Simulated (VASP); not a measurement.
# Sn (Fd-3m) in VASP: notebook

One crystal, Sn, is run at these levels: PBEsol; tasks: relaxation of cell and atoms.

Program: VASP 6.6.1. These are calculated values, not measurements. Logs are shortened: lines on timing, memory, paths and dates and some standing lists are left out, and cuts for length are marked.

**1. The crystal as given**

It takes space group Fd-3m (No. 227, cubic). The conventional cell has a = 6.467 Å, b = 6.467 Å, c = 6.467 Å, α = 90.00°, β = 90.00°, γ = 90.00°. Sn (site symmetry -43m) has 4 Sn at 2.80 Å as nearest neighbours.

This isn't the form of Sn at room conditions, which is tetragonal (white tin).

**2. Relaxation of cell and atoms, PBEsol**

The input, INCAR:

```
PREC = Accurate ; ENCUT = 520
EDIFF = 1E-7 ; ISMEAR = 0
SIGMA = 0.02 ; LREAL = F
LASPH = T ; NELM = 100
ALGO = Normal ; ISIF = 3
LWAVE = F ; LCHARG = F
GGA = PS ; IBRION = 2
NSW = 80 ; EDIFFG = -0.002
KPAR = 4
```

The input, KPOINTS:

```
regular mesh
0
Gamma
  8 8 8
```

The input, POSCAR:

```
Sn
1.0
    0.0000000000      3.2333428000      3.2333428000
    3.2333428000      0.0000000000      3.2333428000
    3.2333428000      3.2333428000      0.0000000000
Sn
2
Direct
    0.0000000000      0.0000000000      0.0000000000
    0.2500000000      0.2500000000      0.2500000000
```

Potentials or basis: VASP PAW PBE potentials, release 64 (Sn_d).

Launch:

```bash
$ cat potpaw_PBE.64/Sn_d/POTCAR > POTCAR
$ mpirun -np 4 vasp_std > vasp.out
```

OUTCAR:

```text
PREC = Accurate
   ENCUT = 520
   EDIFF = 1E-7
   ISMEAR = 0
   LREAL = F
   LASPH = T
   NELM = 100
   ISIF = 3
   GGA = PS
   IBRION = 2
   NSW = 80
   EDIFFG = -0.002

 ion  position               nearest neighbor table
   1  0.000  0.000  0.000-   2 2.80   2 2.80   2 2.80   2 2.80
   2  0.250  0.250  0.250-   1 2.80   1 2.80   1 2.80   1 2.80

  LATTYP: Found a face centered cubic cell.
 ALAT       =     6.4666856000

  Lattice vectors:

 A1 = (   0.0000000000,   3.2333428000,   3.2333428000)
 A2 = (   3.2333428000,   0.0000000000,   3.2333428000)
 A3 = (   3.2333428000,   3.2333428000,   0.0000000000)

Analysis of symmetry for initial positions (statically):
=====================================================================
 Subroutine PRICEL returns:
 Original cell was already a primitive cell.

 Routine SETGRP: Setting up the symmetry group for a
 face centered cubic supercell.

 Subroutine GETGRP returns: Found 48 space group operations
 (whereof 24 operations were pure point group operations)
 out of a pool of 48 trial point group operations.

The static configuration has the point symmetry T_d .
 The point group associated with its full space group is O_h .

Analysis of symmetry for dynamics (positions and initial velocities):
=====================================================================
 Subroutine PRICEL returns:
 Original cell was already a primitive cell.

 Routine SETGRP: Setting up the symmetry group for a
 face centered cubic supercell.

 Subroutine GETGRP returns: Found 48 space group operations
 (whereof 24 operations were pure point group operations)
 out of a pool of 48 trial point group operations.

The dynamic configuration has the point symmetry T_d .
 The point group associated with its full space group is O_h .

 Subroutine INISYM returns: Found 48 space group operations
 (whereof 24 operations are pure point group operations),
 and found     1 'primitive' translations

----------------------------------------------------------------------------------------

                                     Primitive cell

  volume of cell :      67.6060

  direct lattice vectors                    reciprocal lattice vectors
     0.000000000  3.233342800  3.233342800    -0.154638723  0.154638723  0.154638723
     3.233342800  0.000000000  3.233342800     0.154638723 -0.154638723  0.154638723
     3.233342800  3.233342800  0.000000000     0.154638723  0.154638723 -0.154638723

  length of vectors
     4.572637240  4.572637240  4.572637240     0.267842124  0.267842124  0.267842124

  position of ions in fractional coordinates (direct lattice)
     0.000000000  0.000000000  0.000000000
     0.250000000  0.250000000  0.250000000

  ion indices of the primitive-cell ions
   primitive index   ion index
                 1           1
                 2           2

----------------------------------------------------------------------------------------

 KPOINTS: regular mesh

Automatic generation of k-mesh.
 Grid dimensions read from file:
 generate k-points for:    8    8    8

 Generating k-lattice:

  Cartesian coordinates                     Fractional coordinates (reciprocal lattice)
    -0.019329840  0.019329840  0.019329840     0.125000000  0.000000000  0.000000000
     0.019329840 -0.019329840  0.019329840     0.000000000  0.125000000  0.000000000
     0.019329840  0.019329840 -0.019329840     0.000000000  0.000000000  0.125000000

  Length of vectors
     0.033480266  0.033480266  0.033480266

  Shift w.r.t. Gamma in fractional coordinates (k-lattice)
     0.000000000  0.000000000  0.000000000

 Subroutine IBZKPT returns following result:
 ===========================================

 Found     29 irreducible k-points:

 Following reciprocal coordinates:
            Coordinates               Weight
  0.000000  0.000000  0.000000      1.000000
  0.125000  0.000000  0.000000      8.000000
  0.250000  0.000000  0.000000      8.000000
  0.375000  0.000000  0.000000      8.000000
  0.500000  0.000000  0.000000      4.000000
  0.125000  0.125000  0.000000      6.000000
[... 16 lines left out ...]
  0.500000  0.250000  0.125000     48.000000
 -0.375000  0.250000  0.125000     24.000000
 [... further k-points ...]
   k-points           NKPTS =     29   k-points in BZ     NKDIM =     29   number of bands    NBANDS=     18
   number of dos      NEDOS =    301   number of ions     NIONS =      2
   total plane-waves  NPLWV =  46656
   dimension x,y,z NGX =    36 NGY =   36 NGZ =   36
   dimension x,y,z NGXF=    72 NGYF=   72 NGZF=   72
   ions per type =               2
   NGX,Y,Z   is equivalent  to a cutoff of  13.09, 13.09, 13.09 a.u.
   NGXF,Y,Z  is equivalent  to a cutoff of  26.18, 26.18, 26.18 a.u.
 SYSTEM =  unknown system
   PREC   = accura    normal or accurate (medium, high low for compatibility)
   ISTART =      0    job   : 0-new  1-cont  2-samecut
   ICHARG =      2    charge: 1-file 2-atom 10-const
   ISPIN  =      1    spin polarized calculation?
   LNONCOLLINEAR =      F non collinear calculations
   LSORBIT =      F    spin-orbit coupling
   LASPH  =      T    aspherical Exc in radial PAW
   ENCUT  =  520.0 eV  38.22 Ry    6.18 a.u.   8.50  8.50  8.50*2*pi/ulx,y,z
   NELM   =    100;   NELMIN=  2; NELMDL= -5     # of ELM steps
   EDIFF  = 0.1E-06   stopping-criterion for ELM
   LREAL  =      F    real-space projection
   EDIFFG = -.2E-02   stopping-criterion for IOM
   NSW    =     80    number of steps for IOM
   IBRION =      2    ionic relax: 0-MD 1-quasi-New 2-CG
   NFREE  =      1    steps in history (QN), initial steepest desc. (CG)
   ISIF   =      3    stress and relaxation
   ISYM   =      2    0-nonsym 1-usesym 2-fastsym
   POTIM  = 0.5000    time-step for ionic-motion
   TEBEG  =    0.0;   TEEND  =   0.0 temperature during run
   PSTRESS=    0.0 pullay stress
   NELECT =      28.0000    total number of electrons
   NUPDOWN=      -1.0000    fix difference up-down
   EMIN   =  10.00;   EMAX   =-10.00  energy-range for DOS
   EFERMI =   0.00;   METHOD = LEGACY
   ISMEAR =     0;   SIGMA  =   0.02  broadening in eV -4-tet -1-fermi 0-gaus
   EFERMI_NEDOS =   21; number of points for ismear=-14 and -15
   IALGO  =     38    algorithm
   IMIX   =      4    mixing-type and parameters
     AMIX     =   0.40;   BMIX     =  1.00
     AMIX_MAG =   1.60;   BMIX_MAG =  1.00
  volume/ion in A,a.u.               =      33.80       228.11
  Fermi-wavevector in a.u.,A,eV,Ry     =   1.220298  2.306028 20.260793  1.489126
  Thomas-Fermi vector in A             =   2.355520
   LORBIT       =      0    0 simple, 1 ext, 2 COOP (PROOUT), +10 PAW based schemes
   GGA     = PS    functional components
   LHFCALC =     F    Hartree Fock is set to
   AEXX    =    0.0000 exact exchange contribution
   IVDW    =     0    specifies the selected vdW correction
   LEPSILON=     F    determine dielectric tensor
   LRPA    =     F    only Hartree local field effects (RPA)
 conjugate gradient relaxation of ions
 non-spin polarized calculation
 Gauss-broadening in eV      SIGMA  =   0.02
  energy-cutoff  :      520.00
  volume of cell :       67.61
 maximum number of plane-waves:      1841
 NGX is ok and might be reduce to    36
   NGX = 17   NGY = 17   NGZ = 17

--------------------------------------- Ionic step        1  -------------------------------------------

 number of electron      28.0000008 magnetization

 Free energy of the ion-electron system (eV)
  ---------------------------------------------------
  ext. energy  EPLUGINS =         0.00000000
  ---------------------------------------------------
  free energy    TOTEN  =        -8.44607493 eV

  energy without entropy =       -8.44598678  energy(sigma->0) =       -8.44603086

------------------------ aborting loop because EDIFF is reached ----------------------------------------

  FORCE on cell =-STRESS in cart. coord.  units (eV):
  Direction    XX          YY          ZZ          XY          YZ          ZX
  --------------------------------------------------------------------------------------
  -------------------------------------------------------------------------------------
  Total        0.6082713      0.6082713      0.6082713      0.0000000     -0.0000000     -0.0000000
  in kB       14.4152671     14.4152671     14.4152671      0.0000000     -0.0000000     -0.0000000
  external PRESSURE =      14.4152671 kB  Pullay stress =       0.0000000 kB
[... 57 lines left out ...]
  energy  without entropy=       -8.4541441155  energy(sigma->0) =       -8.45418822

--------------------------------------- Ionic step        3  -------------------------------------------

 number of electron      27.9999987 magnetization

 Free energy of the ion-electron system (eV)
  ---------------------------------------------------
  ext. energy  EPLUGINS =         0.00000000
  ---------------------------------------------------
  free energy    TOTEN  =        -8.45555134 eV

  energy without entropy =       -8.45546318  energy(sigma->0) =       -8.45550726

 E-fermi :   5.1686     XC(G=0):  -8.9721

 val. band max:        5.1686415442   @ k =   0.5000   0.0000   0.0000
 cond. band min:       5.2670047539   @ k =   0.3750   0.0000   0.0000
 fundamental gap:      0.0983632098
 Fermi energy:         5.1686415442

 k-point     1 :       0.0000    0.0000    0.0000
  band No.  band energies     occupation
      1     -16.2868      2.00000
      2     -16.2868      2.00000
      3     -16.2868      2.00000
      4     -16.2294      2.00000
      5     -16.2294      2.00000
      6     -15.9346      2.00000
[... 10 lines left out ...]
     17       7.4177      0.00000
     18       7.4177      0.00000
[... 466 lines left out ...]
      2     -16.3338      2.00000
      3     -16.2168      2.00000
      4     -16.1448      2.00000
      5     -16.1280      2.00000
      6     -16.0521      2.00000
[... 10 lines left out ...]
     17       9.9369      0.00000
     18      10.7383      0.00000

 [... further k-points ...]

------------------------ aborting loop because EDIFF is reached ----------------------------------------

  FORCE on cell =-STRESS in cart. coord.  units (eV):
  Direction    XX          YY          ZZ          XY          YZ          ZX
  --------------------------------------------------------------------------------------
  -------------------------------------------------------------------------------------
  Total       -0.0022576     -0.0022576     -0.0022576      0.0000000      0.0000000      0.0000000
  in kB       -0.0518369     -0.0518369     -0.0518369      0.0000000      0.0000000      0.0000000
  external PRESSURE =      -0.0518369 kB  Pullay stress =       0.0000000 kB
[... 17 lines left out ...]
  FREE ENERGIE OF THE ION-ELECTRON SYSTEM (eV)
  ---------------------------------------------------
  free  energy   TOTEN  =        -8.4555513365 eV

  energy  without entropy=       -8.4554631819  energy(sigma->0) =       -8.45550726

 reached required accuracy - stopping structural energy minimisation
```

Wall time 17 s (4 MPI ranks of Intel Xeon 6975P-C (Granite Rapids), shared host); peak memory 0.22 GiB.

What came out:

```
Free energy                            : -8.4556 eV
Relaxed volume                         : 34.89 Å³/atom
Relaxed cell                           : a = 4.621 Å, b = 4.621 Å, c = 4.621 Å, α = 60.00°, β = 60.00°, γ = 60.00°
Space group after relaxing (to 0.05 Å) : Fd-3m (No. 227)
Energy gained by relaxing              : 4.7 meV/atom
Ionic steps                            : 3
Pressure after relaxing                : 0.0 GPa
Band gap on the k mesh                 : none (metal or under the smearing width)
```

The path:
```tsv
step	energy change (eV)	largest force (eV/Å)	pressure (GPa)	volume (Å³)
1	0.0000	0.0000	1.44	67.61
2	-0.0082	0.0000	-0.49	70.63
3	-0.0095	0.0000	-0.01	69.78
```

Final structure:
```
CELL_PARAMETERS angstrom
0.00000 3.26761 3.26761
3.26761 0.00000 3.26761
3.26761 3.26761 0.00000
ATOMIC_POSITIONS crystal
Sn 0.00000 0.00000 0.00000
Sn 0.25000 0.25000 0.25000
```

Caveat: the PAW data sets were made with another functional, which shifts forces and pressure a little. Zero-point motion and thermal expansion aren't in these numbers.

**3. Relaxation of cell and atoms, PBEsol**

This run uses another cell than the first one, of 34.89 Å³/atom, 1.032 times its volume.

INCAR is that of step 2.

KPOINTS is that of step 2.

The input, POSCAR:

```
Sn                                      
1.0
    0.0000000000      3.2676089727      3.2676089727
    3.2676089727     -0.0000000000      3.2676089727
    3.2676089727      3.2676089727     -0.0000000000
  Sn            
     2
Direct
     0.0000000000000000    0.0000000000000000    0.0000000000000000
     0.2500000000000000    0.2500000000000000    0.2500000000000000
```

Potentials or basis: VASP PAW PBE potentials, release 64 (Sn_d).

Launch:

```bash
$ cat potpaw_PBE.64/Sn_d/POTCAR > POTCAR
$ mpirun -np 4 vasp_std > vasp.out
```

OUTCAR:

```text
PREC = Accurate
   ENCUT = 520
   EDIFF = 1E-7
   ISMEAR = 0
   LREAL = F
   LASPH = T
   NELM = 100
   ISIF = 3
   GGA = PS
   IBRION = 2
   NSW = 80
   EDIFFG = -0.002

 ion  position               nearest neighbor table
   1  0.000  0.000  0.000-   2 2.83   2 2.83   2 2.83   2 2.83
   2  0.250  0.250  0.250-   1 2.83   1 2.83   1 2.83   1 2.83

  LATTYP: Found a face centered cubic cell.
 ALAT       =     6.5352179454

  Lattice vectors:

 A1 = (   0.0000000000,   3.2676089727,   3.2676089727)
 A2 = (   3.2676089727,   0.0000000000,   3.2676089727)
 A3 = (   3.2676089727,   3.2676089727,   0.0000000000)

Analysis of symmetry for initial positions (statically):
=====================================================================
 Subroutine PRICEL returns:
 Original cell was already a primitive cell.

 Routine SETGRP: Setting up the symmetry group for a
 face centered cubic supercell.

 Subroutine GETGRP returns: Found 48 space group operations
 (whereof 24 operations were pure point group operations)
 out of a pool of 48 trial point group operations.

[... 165 lines left out ...]
  energy without entropy =       -8.45622128  energy(sigma->0) =       -8.45626535

 E-fermi :   5.1686     XC(G=0):  -8.9721

 val. band max:        5.1685607461   @ k =   0.5000   0.0000   0.0000
 cond. band min:       5.2669268349   @ k =   0.3750   0.0000   0.0000
 fundamental gap:      0.0983660888
 Fermi energy:         5.1685607464

 k-point     1 :       0.0000    0.0000    0.0000
  band No.  band energies     occupation
      1     -16.2867      2.00000
      2     -16.2867      2.00000
      3     -16.2867      2.00000
      4     -16.2293      2.00000
      5     -16.2293      2.00000
      6     -15.9345      2.00000
[... 481 lines left out ...]
      5     -16.1279      2.00000
      6     -16.0521      2.00000
[... 10 lines left out ...]
     17       9.9369      0.00000
     18      10.7382      0.00000

 [... further k-points ...]

------------------------ aborting loop because EDIFF is reached ----------------------------------------

  FORCE on cell =-STRESS in cart. coord.  units (eV):
  Direction    XX          YY          ZZ          XY          YZ          ZX
  --------------------------------------------------------------------------------------
  -------------------------------------------------------------------------------------
  Total       -0.0018722     -0.0018722     -0.0018722     -0.0000000      0.0000000      0.0000000
  in kB       -0.0429875     -0.0429875     -0.0429875     -0.0000000      0.0000000      0.0000000
  external PRESSURE =      -0.0429875 kB  Pullay stress =       0.0000000 kB

 VOLUME and BASIS-vectors are now :
 -----------------------------------------------------------------------------
  energy-cutoff  :      520.00
  volume of cell :       69.78
      direct lattice vectors                 reciprocal lattice vectors
     0.000000000  3.267608973  3.267608973    -0.153017085  0.153017085  0.153017085
     3.267608973  0.000000000  3.267608973     0.153017085 -0.153017085  0.153017085
     3.267608973  3.267608973  0.000000000     0.153017085  0.153017085 -0.153017085

 POSITION                                       TOTAL-FORCE (eV/Angst)
 -----------------------------------------------------------------------------------
      0.00000      0.00000      0.00000         0.000000      0.000000     -0.000000
      1.63380      1.63380      1.63380        -0.000000     -0.000000      0.000000
 -----------------------------------------------------------------------------------
    total drift:                                0.000000      0.000000      0.000000

  FREE ENERGIE OF THE ION-ELECTRON SYSTEM (eV)
  ---------------------------------------------------
  free  energy   TOTEN  =        -8.4563094319 eV

  energy  without entropy=       -8.4562212773  energy(sigma->0) =       -8.45626535

 reached required accuracy - stopping structural energy minimisation
```

CONTCAR:

```text
Sn
   1.00000000000000
     0.0000000000000000    3.2676089727000002    3.2676089727000002
     3.2676089727000002    0.0000000000000000    3.2676089727000002
     3.2676089727000002    3.2676089727000002    0.0000000000000000
  Sn
     2
Direct
     0.0000000000000000    0.0000000000000000    0.0000000000000000
     0.2500000000000000    0.2500000000000000    0.2500000000000000

  0.00000000E+00  0.00000000E+00  0.00000000E+00
  0.00000000E+00  0.00000000E+00  0.00000000E+00
```

It took 7.3 s on 4 MPI ranks of Intel Xeon 6975P-C (Granite Rapids), shared host; peak memory 0.21 GiB.

Results:

| Property | Result |
| --- | --- |
| Free energy | -8.4563 eV |
| Pressure after relaxing | 0.0 GPa |
| Band gap on the k mesh | none (metal or under the smearing width) |

Final structure:
```
Sn
1.0
     0.00000    3.26761    3.26761
     3.26761    0.00000    3.26761
     3.26761    3.26761    0.00000
Sn
2
Cartesian
  0.0000 0.0000 0.0000
  1.6338 1.6338 1.6338
```

Caveat: the relaxation stopped at its first step, so nothing moved; the PAW data sets were made with another functional, which shifts forces and pressure a little.
